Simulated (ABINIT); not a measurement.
Be:

```
Be
1.0
     2.28530    0.00000    0.00000
    -1.14265    1.97913    0.00000
     0.00000    0.00000    3.58420
Be
2
Direct
  0.66667 0.33333 0.75000
  0.33333 0.66667 0.25000
```

Base run:

- Program: ABINIT 10.8.3 (patched build)
- Functional: PW91
- Potentials or basis: JTH PAW PBE v2.0
- Cutoff: 626 eV
- k mesh: 13 × 13 × 8
- Occupations: fermi-dirac, width 0.05 eV
- Spin: no spin polarisation

Its results: band gap on the k mesh none (metal or under the smearing width); pressure -3.3 GPa.

**Question.** The run is repeated on the same cell with these changes: functional from PW91 to BLYP. What comes out?

**Answer.** Band gap on the k mesh none (metal or under the smearing width); pressure -2.8 GPa.

BLYP binds less tightly than PW91, so the same cell stands under more pressure.

Caveats: the PAW data sets were made with another functional, which shifts forces and pressure a little.
